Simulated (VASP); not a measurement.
# BaTiO3 (P4mm) in VASP: a series of runs

One crystal, BaTiO3, is run at these levels: PBE; tasks: single point.

Everything below comes from runs of VASP 6.6.1. Logs are shortened: lines on timing, memory, paths and dates and some standing lists are left out, and cuts for length are marked.

## Step 1: The undisturbed crystal

Symmetry: P4mm, No. 99, tetragonal system. Conventional cell: a = 4.000 Å, b = 4.000 Å, c = 4.018 Å, α = 90.00°, β = 90.00°, γ = 90.00°. Around Ba (site symmetry 4mm) lie 12 O at 2.79 to 2.88 Å. Around Ti (site symmetry 4mm) lie 6 O at 1.89 to 2.13 Å. O (site symmetry 2mm) is surrounded by 2 Ti at 2.00 Å. O (site symmetry 4mm) is surrounded by 2 Ti at 1.89 to 2.13 Å.

## Step 2: Single point, PBE

Contents of INCAR:

```
SYSTEM = BaTiO3
PREC = Accurate
ENCUT = 650
EDIFF = 1E-7
ISMEAR = 0
SIGMA = 0.05
LREAL = .FALSE.
LASPH = .TRUE.
NELM = 100
ALGO = Normal
ISIF = 2
LWAVE = .FALSE.
LCHARG = .FALSE.
GGA = PE
NBANDS = 28
ADDGRID = .FALSE.
```

Contents of KPOINTS:

```
regular mesh
0
G
  5 5 5
  0 0 0
```

Contents of POSCAR:

```
BaTiO3
1.0
    3.9998000000      0.0000000000      0.0000000000
    0.0000000000      3.9998000000      0.0000000000
    0.0000000000      0.0000000000      4.0180000000
Ba Ti O
1 1 3
Direct
    0.0050340000     -0.0151990000     -0.0081960000
    0.5109990000      0.5026790000      0.4796360000
   -0.0079330000      0.4990990000      0.5319510000
    0.5087000000     -0.0034200000      0.5100070000
    0.5274750000      0.4823970000      0.0100750000
```

Potentials or basis: VASP PAW PBE potentials, release 64 (Ba_sv, Ti_sv, O).

Started as:

```
$ cat potpaw_PBE.64/Ba_sv/POTCAR potpaw_PBE.64/Ti_sv/POTCAR potpaw_PBE.64/O/POTCAR > POTCAR
$ mpirun -np 1 vasp_std > vasp.out
```

OUTCAR:

```text
SYSTEM = BaTiO3
   PREC = Accurate
   ENCUT = 650
   EDIFF = 1E-7
   ISMEAR = 0
   LREAL = .FALSE.
   LASPH = .TRUE.
   NELM = 100
   ISIF = 2
   GGA = PE

 Found     63 irreducible k-points:

 Following reciprocal coordinates:
            Coordinates               Weight
  0.000000  0.000000  0.000000      1.000000
  0.200000  0.000000  0.000000      2.000000
  0.000000  0.200000  0.000000      2.000000
  0.400000  0.000000  0.000000      2.000000
  0.000000  0.400000  0.000000      2.000000
  0.200000  0.200000  0.000000      2.000000
   k-points           NKPTS =     63   k-points in BZ     NKDIM =     63   number of bands    NBANDS=     28
   number of dos      NEDOS =    301   number of ions     NIONS =      5
   total plane-waves  NPLWV =  46656
   dimension x,y,z NGX =    36 NGY =   36 NGZ =   36
   dimension x,y,z NGXF=    72 NGYF=   72 NGZF=   72
   ions per type =               1   1   3
   NGX,Y,Z   is equivalent  to a cutoff of  14.96, 14.96, 14.90 a.u.
   NGXF,Y,Z  is equivalent  to a cutoff of  29.93, 29.93, 29.79 a.u.
 SYSTEM =  BaTiO3
   PREC   = accura    normal or accurate (medium, high low for compatibility)
   ISTART =      0    job   : 0-new  1-cont  2-samecut
   ICHARG =      2    charge: 1-file 2-atom 10-const
   ISPIN  =      1    spin polarized calculation?
   LNONCOLLINEAR =      F non collinear calculations
   LSORBIT =      F    spin-orbit coupling
   LASPH  =      T    aspherical Exc in radial PAW
   ENCUT  =  650.0 eV  47.77 Ry    6.91 a.u.   8.31  8.31  8.35*2*pi/ulx,y,z
   NELM   =    100;   NELMIN=  2; NELMDL= -5     # of ELM steps
   EDIFF  = 0.1E-06   stopping-criterion for ELM
   LREAL  =      F    real-space projection
   EDIFFG = 0.1E-05   stopping-criterion for IOM
   NSW    =      0    number of steps for IOM
   IBRION =     -1    ionic relax: 0-MD 1-quasi-New 2-CG
   NFREE  =      0    steps in history (QN), initial steepest desc. (CG)
   ISIF   =      2    stress and relaxation
   ISYM   =      2    0-nonsym 1-usesym 2-fastsym
   POTIM  = 0.5000    time-step for ionic-motion
   TEBEG  =    0.0;   TEEND  =   0.0 temperature during run
   PSTRESS=    0.0 pullay stress
   NELECT =      40.0000    total number of electrons
   NUPDOWN=      -1.0000    fix difference up-down
   EMIN   =  10.00;   EMAX   =-10.00  energy-range for DOS
   EFERMI =   0.00;   METHOD = LEGACY
   ISMEAR =     0;   SIGMA  =   0.05  broadening in eV -4-tet -1-fermi 0-gaus
   EFERMI_NEDOS =   21; number of points for ismear=-14 and -15
   IALGO  =     38    algorithm
   IMIX   =      4    mixing-type and parameters
     AMIX     =   0.40;   BMIX     =  1.00
     AMIX_MAG =   1.60;   BMIX_MAG =  1.00
  volume/ion in A,a.u.               =      12.86        86.76
  Fermi-wavevector in a.u.,A,eV,Ry     =   1.397653  2.641181 26.578078  1.953434
  Thomas-Fermi vector in A             =   2.520888
   LORBIT       =      0    0 simple, 1 ext, 2 COOP (PROOUT), +10 PAW based schemes
   GGA     = PE    functional components
   LHFCALC =     F    Hartree Fock is set to
   AEXX    =    0.0000 exact exchange contribution
   IVDW    =     0    specifies the selected vdW correction
   LEPSILON=     F    determine dielectric tensor
   LRPA    =     F    only Hartree local field effects (RPA)
 non-spin polarized calculation
 Gauss-broadening in eV      SIGMA  =   0.05
  energy-cutoff  :      650.00
  volume of cell :       64.28
 maximum number of plane-waves:      2469
 NGX is ok and might be reduce to    36
   NGX = 17   NGY = 17   NGZ = 17

 number of electron      40.0000000 magnetization

 Free energy of the ion-electron system (eV)
  ---------------------------------------------------
  ext. energy  EPLUGINS =         0.00000000
  ---------------------------------------------------
  free energy    TOTEN  =       -39.88723670 eV

  energy without entropy =      -39.88723670  energy(sigma->0) =      -39.88723670

 E-fermi :   3.9253     XC(G=0): -11.2383

 val. band max:        3.6771037233   @ k =  -0.4000   0.4000   0.4000
 cond. band min:       5.6923256634   @ k =   0.0000   0.0000   0.0000
 fundamental gap:      2.0152219400
 Fermi energy:         3.9253256813

 k-point     1 :       0.0000    0.0000    0.0000
  band No.  band energies     occupation
      1     -52.7311      2.00000
      2     -28.9715      2.00000
      3     -28.9561      2.00000
      4     -28.9440      2.00000
      5     -21.0027      2.00000
      6     -13.0823      2.00000
[... 20 lines left out ...]
     27       8.9574      0.00000
     28      11.0796      0.00000

 k-point     2 :       0.2000    0.0000    0.0000
  band No.  band energies     occupation
      1     -52.7307      2.00000
      2     -28.9747      2.00000
      3     -28.9699      2.00000
      4     -28.9434      2.00000
      5     -20.9620      2.00000
      6     -13.1240      2.00000
[... 20 lines left out ...]
     27       9.6453      0.00000
     28      11.9752      0.00000

 k-point     3 :       0.0000    0.2000    0.0000
  band No.  band energies     occupation
      1     -52.7307      2.00000
      2     -28.9709      2.00000
      3     -28.9622      2.00000
      4     -28.9554      2.00000
      5     -20.9612      2.00000
      6     -13.1322      2.00000
[... 20 lines left out ...]
     27       9.6329      0.00000
     28      11.9633      0.00000

 k-point     4 :       0.4000    0.0000    0.0000
  band No.  band energies     occupation
      1     -52.7302      2.00000
      2     -29.0027      2.00000
      3     -28.9694      2.00000
      4     -28.9423      2.00000
      5     -20.8944      2.00000
      6     -13.2797      2.00000
[... 20 lines left out ...]
     27      11.0930      0.00000
     28      12.1469      0.00000

 k-point     5 :       0.0000    0.4000    0.0000
  band No.  band energies     occupation
      1     -52.7302      2.00000
      2     -28.9917      2.00000
      3     -28.9695      2.00000
      4     -28.9542      2.00000
      5     -20.8923      2.00000
      6     -13.3012      2.00000
[... 20 lines left out ...]
     27      11.0372      0.00000
     28      12.0556      0.00000

 k-point     6 :       0.2000    0.2000    0.0000
  band No.  band energies     occupation
      1     -52.7304      2.00000
      2     -28.9739      2.00000
      3     -28.9693      2.00000
      4     -28.9613      2.00000
      5     -20.9253      2.00000
      6     -13.0934      2.00000
[... 20 lines left out ...]
     27      10.3223      0.00000
     28      12.1410      0.00000

 [... further k-points ...]

------------------------ aborting loop because EDIFF is reached ----------------------------------------

  FORCE on cell =-STRESS in cart. coord.  units (eV):
  Direction    XX          YY          ZZ          XY          YZ          ZX
  --------------------------------------------------------------------------------------
  -------------------------------------------------------------------------------------
  Total        1.6569478      1.7478098      2.0821642      0.0442542     -0.0281130     -0.0538445
  in kB       41.2983719     43.5630481     51.8966211      1.1030090     -0.7006977     -1.3420395
  external PRESSURE =      45.5860137 kB  Pullay stress =       0.0000000 kB

 VOLUME and BASIS-vectors are now :
 -----------------------------------------------------------------------------
  energy-cutoff  :      650.00
  volume of cell :       64.28
      direct lattice vectors                 reciprocal lattice vectors
     3.999800000  0.000000000  0.000000000     0.250012501  0.000000000  0.000000000
     0.000000000  3.999800000  0.000000000     0.000000000  0.250012501  0.000000000
     0.000000000  0.000000000  4.018000000     0.000000000  0.000000000  0.248880040

 POSITION                                       TOTAL-FORCE (eV/Angst)
 -----------------------------------------------------------------------------------
      0.02013      3.93901      3.98507         0.135833      0.362293      0.147412
      2.04389      2.01062      1.92718         0.303120     -0.200312      0.056342
      3.96807      1.99630      2.13738         0.641926     -0.073927     -0.689396
      2.03470      3.98612      2.04921        -0.354722     -0.367461     -0.226978
      2.10979      1.92949      0.04048        -0.726156      0.279405      0.712620
 -----------------------------------------------------------------------------------
    total drift:                               -0.000286      0.000047     -0.000015

  FREE ENERGIE OF THE ION-ELECTRON SYSTEM (eV)
  ---------------------------------------------------
  free  energy   TOTEN  =       -39.8872366961 eV

  energy  without entropy=      -39.8872366961  energy(sigma->0) =      -39.88723670
```

Run time: 91 s. Hardware: 1 thread of Intel Xeon 6975P-C (Granite Rapids), shared host; peak memory 0.31 GiB.

These settings aren't checked as converged: the numbers below hold their error.

What came out:

- Free energy: -39.8872 eV
- Pressure: 4.6 GPa
- Largest force: 1.055 eV/Å
- Band gap on the k mesh: 2.02 eV, indirect (least direct gap 2.15 eV)

Caveat: spin-orbit coupling is left out, which moves the levels of the heavy elements; an odd mesh through Γ misses points on the zone boundary, where band edges often lie.

## Step 3: Single point, PBE

INCAR, as its differences from that of step 2:

```diff
@@ -2,3 +2,3 @@
 PREC = Accurate
-ENCUT = 650
+ENCUT = 340
 EDIFF = 1E-7
```

Contents of KPOINTS:

```
regular mesh
0
G
  7 7 7
  0 0 0
```

POSCAR is that of step 2.

Potentials or basis: VASP PAW PBE potentials, release 64 (Ba_sv, Ti_sv, O).

Started as:

```
$ cat potpaw_PBE.64/Ba_sv/POTCAR potpaw_PBE.64/Ti_sv/POTCAR potpaw_PBE.64/O/POTCAR > POTCAR
$ mpirun -np 1 vasp_std > vasp.out
```

Run time: 62 s. Hardware: 1 thread of Intel Xeon 6975P-C (Granite Rapids), shared host; peak memory 0.26 GiB.

The run converged, but a check on its numbers failed (symmetry, net force, bounds or a known fault of this set-up), so they aren't taken as properties of the crystal.

Caveat: the cutoff lies under the usual one of these potentials, so the numbers hold a large basis-set error; spin-orbit coupling is left out, which moves the levels of the heavy elements; an odd mesh through Γ misses points on the zone boundary, where band edges often lie.

## Step 4: Single point, PBE

INCAR, as its differences from that of step 3:

```diff
@@ -2,3 +2,3 @@
 PREC = Accurate
-ENCUT = 340
+ENCUT = 900
 EDIFF = 1E-7
```

Contents of KPOINTS:

```
regular mesh
0
G
  5 5 5
  0 0 0
```

POSCAR is that of step 3.

Potentials or basis: VASP PAW PBE potentials, release 64 (Ba_sv, Ti_sv, O).

Started as:

```
$ cat potpaw_PBE.64/Ba_sv/POTCAR potpaw_PBE.64/Ti_sv/POTCAR potpaw_PBE.64/O/POTCAR > POTCAR
$ mpirun -np 1 vasp_std > vasp.out
```

OUTCAR:

```text
SYSTEM = BaTiO3
   PREC = Accurate
   ENCUT = 900
   EDIFF = 1E-7
   ISMEAR = 0
   LREAL = .FALSE.
   LASPH = .TRUE.
   NELM = 100
   ISIF = 2
   GGA = PE

 Found     63 irreducible k-points:

 Following reciprocal coordinates:
            Coordinates               Weight
  0.000000  0.000000  0.000000      1.000000
  0.200000  0.000000  0.000000      2.000000
  0.000000  0.200000  0.000000      2.000000
  0.400000  0.000000  0.000000      2.000000
  0.000000  0.400000  0.000000      2.000000
  0.200000  0.200000  0.000000      2.000000
   k-points           NKPTS =     63   k-points in BZ     NKDIM =     63   number of bands    NBANDS=     28
   number of dos      NEDOS =    301   number of ions     NIONS =      5
   total plane-waves  NPLWV =  64000
   dimension x,y,z NGX =    40 NGY =   40 NGZ =   40
   dimension x,y,z NGXF=    80 NGYF=   80 NGZF=   80
   ions per type =               1   1   3
   NGX,Y,Z   is equivalent  to a cutoff of  16.63, 16.63, 16.55 a.u.
   NGXF,Y,Z  is equivalent  to a cutoff of  33.25, 33.25, 33.10 a.u.
 SYSTEM =  BaTiO3
   PREC   = accura    normal or accurate (medium, high low for compatibility)
   ISTART =      0    job   : 0-new  1-cont  2-samecut
   ICHARG =      2    charge: 1-file 2-atom 10-const
   ISPIN  =      1    spin polarized calculation?
   LNONCOLLINEAR =      F non collinear calculations
   LSORBIT =      F    spin-orbit coupling
   LASPH  =      T    aspherical Exc in radial PAW
   ENCUT  =  900.0 eV  66.15 Ry    8.13 a.u.   9.78  9.78  9.83*2*pi/ulx,y,z
   NELM   =    100;   NELMIN=  2; NELMDL= -5     # of ELM steps
   EDIFF  = 0.1E-06   stopping-criterion for ELM
   LREAL  =      F    real-space projection
   EDIFFG = 0.1E-05   stopping-criterion for IOM
   NSW    =      0    number of steps for IOM
   IBRION =     -1    ionic relax: 0-MD 1-quasi-New 2-CG
   NFREE  =      0    steps in history (QN), initial steepest desc. (CG)
   ISIF   =      2    stress and relaxation
   ISYM   =      2    0-nonsym 1-usesym 2-fastsym
   POTIM  = 0.5000    time-step for ionic-motion
   TEBEG  =    0.0;   TEEND  =   0.0 temperature during run
   PSTRESS=    0.0 pullay stress
   NELECT =      40.0000    total number of electrons
   NUPDOWN=      -1.0000    fix difference up-down
   EMIN   =  10.00;   EMAX   =-10.00  energy-range for DOS
   EFERMI =   0.00;   METHOD = LEGACY
   ISMEAR =     0;   SIGMA  =   0.05  broadening in eV -4-tet -1-fermi 0-gaus
   EFERMI_NEDOS =   21; number of points for ismear=-14 and -15
   IALGO  =     38    algorithm
   IMIX   =      4    mixing-type and parameters
     AMIX     =   0.40;   BMIX     =  1.00
     AMIX_MAG =   1.60;   BMIX_MAG =  1.00
  volume/ion in A,a.u.               =      12.86        86.76
  Fermi-wavevector in a.u.,A,eV,Ry     =   1.397653  2.641181 26.578078  1.953434
  Thomas-Fermi vector in A             =   2.520888
   LORBIT       =      0    0 simple, 1 ext, 2 COOP (PROOUT), +10 PAW based schemes
   GGA     = PE    functional components
   LHFCALC =     F    Hartree Fock is set to
   AEXX    =    0.0000 exact exchange contribution
   IVDW    =     0    specifies the selected vdW correction
   LEPSILON=     F    determine dielectric tensor
   LRPA    =     F    only Hartree local field effects (RPA)
 non-spin polarized calculation
 Gauss-broadening in eV      SIGMA  =   0.05
  energy-cutoff  :      900.00
  volume of cell :       64.28
 maximum number of plane-waves:      3960
   NGX = 19   NGY = 19   NGZ = 19

 number of electron      39.9999999 magnetization

 Free energy of the ion-electron system (eV)
  ---------------------------------------------------
  ext. energy  EPLUGINS =         0.00000000
  ---------------------------------------------------
  free energy    TOTEN  =       -39.89636566 eV

  energy without entropy =      -39.89636566  energy(sigma->0) =      -39.89636566

 E-fermi :   3.9234     XC(G=0): -11.2382

 val. band max:        3.6752694301   @ k =  -0.4000   0.4000   0.4000
 cond. band min:       5.6912856624   @ k =   0.0000   0.0000   0.0000
 fundamental gap:      2.0160162322
 Fermi energy:         3.9233507651

 k-point     1 :       0.0000    0.0000    0.0000
  band No.  band energies     occupation
      1     -52.7331      2.00000
      2     -28.9728      2.00000
      3     -28.9574      2.00000
      4     -28.9454      2.00000
      5     -21.0028      2.00000
      6     -13.0812      2.00000
[... 20 lines left out ...]
     27       8.9570      0.00000
     28      11.0813      0.00000

 k-point     2 :       0.2000    0.0000    0.0000
  band No.  band energies     occupation
      1     -52.7327      2.00000
      2     -28.9761      2.00000
      3     -28.9712      2.00000
      4     -28.9448      2.00000
      5     -20.9621      2.00000
      6     -13.1231      2.00000
[... 20 lines left out ...]
     27       9.6448      0.00000
     28      11.9765      0.00000

 k-point     3 :       0.0000    0.2000    0.0000
  band No.  band energies     occupation
      1     -52.7327      2.00000
      2     -28.9722      2.00000
      3     -28.9636      2.00000
      4     -28.9567      2.00000
      5     -20.9613      2.00000
      6     -13.1312      2.00000
[... 20 lines left out ...]
     27       9.6324      0.00000
     28      11.9638      0.00000

 k-point     4 :       0.4000    0.0000    0.0000
  band No.  band energies     occupation
      1     -52.7321      2.00000
      2     -29.0040      2.00000
      3     -28.9707      2.00000
      4     -28.9437      2.00000
      5     -20.8945      2.00000
      6     -13.2788      2.00000
[... 20 lines left out ...]
     27      11.0927      0.00000
     28      12.1460      0.00000

 k-point     5 :       0.0000    0.4000    0.0000
  band No.  band energies     occupation
      1     -52.7321      2.00000
      2     -28.9931      2.00000
      3     -28.9708      2.00000
      4     -28.9556      2.00000
      5     -20.8924      2.00000
      6     -13.3004      2.00000
[... 20 lines left out ...]
     27      11.0369      0.00000
     28      12.0546      0.00000

 k-point     6 :       0.2000    0.2000    0.0000
  band No.  band energies     occupation
      1     -52.7324      2.00000
      2     -28.9753      2.00000
      3     -28.9706      2.00000
      4     -28.9627      2.00000
      5     -20.9254      2.00000
      6     -13.0924      2.00000
[... 20 lines left out ...]
     27      10.3218      0.00000
     28      12.1412      0.00000

 [... further k-points ...]

------------------------ aborting loop because EDIFF is reached ----------------------------------------

  FORCE on cell =-STRESS in cart. coord.  units (eV):
  Direction    XX          YY          ZZ          XY          YZ          ZX
  --------------------------------------------------------------------------------------
  -------------------------------------------------------------------------------------
  Total        1.7901518      1.8829104      2.2124081      0.0443088     -0.0282861     -0.0542835
  in kB       44.6183954     46.9303461     55.1428659      1.1043678     -0.7050136     -1.3529817
  external PRESSURE =      48.8972024 kB  Pullay stress =       0.0000000 kB

 VOLUME and BASIS-vectors are now :
 -----------------------------------------------------------------------------
  energy-cutoff  :      900.00
  volume of cell :       64.28
      direct lattice vectors                 reciprocal lattice vectors
     3.999800000  0.000000000  0.000000000     0.250012501  0.000000000  0.000000000
     0.000000000  3.999800000  0.000000000     0.000000000  0.250012501  0.000000000
     0.000000000  0.000000000  4.018000000     0.000000000  0.000000000  0.248880040

 POSITION                                       TOTAL-FORCE (eV/Angst)
 -----------------------------------------------------------------------------------
      0.02013      3.93901      3.98507         0.135911      0.362321      0.147563
      2.04389      2.01062      1.92718         0.302449     -0.200995      0.056704
      3.96807      1.99630      2.13738         0.642552     -0.073924     -0.689888
      2.03470      3.98612      2.04921        -0.354516     -0.366934     -0.226856
      2.10979      1.92949      0.04048        -0.726396      0.279533      0.712477
 -----------------------------------------------------------------------------------
    total drift:                               -0.000192      0.000246      0.000427

  FREE ENERGIE OF THE ION-ELECTRON SYSTEM (eV)
  ---------------------------------------------------
  free  energy   TOTEN  =       -39.8963656640 eV

  energy  without entropy=      -39.8963656640  energy(sigma->0) =      -39.89636566
```

Run time: 1.9 min. Hardware: 1 thread of Intel Xeon 6975P-C (Granite Rapids), shared host; peak memory 0.42 GiB.

The run converged, but some of its settings lie outside the range that counts as converged, so its numbers aren't taken as properties of the crystal.

Results:

```yaml
Free_energy: -39.8964 eV
Pressure: 4.9 GPa
Largest_force: 1.055 eV/Å
Band_gap_on_the_k_mesh: 2.02 eV, indirect (least direct gap 2.16 eV)
```

Caveat: spin-orbit coupling is left out, which moves the levels of the heavy elements; an odd mesh through Γ misses points on the zone boundary, where band edges often lie.

[end of part 1 of 2]
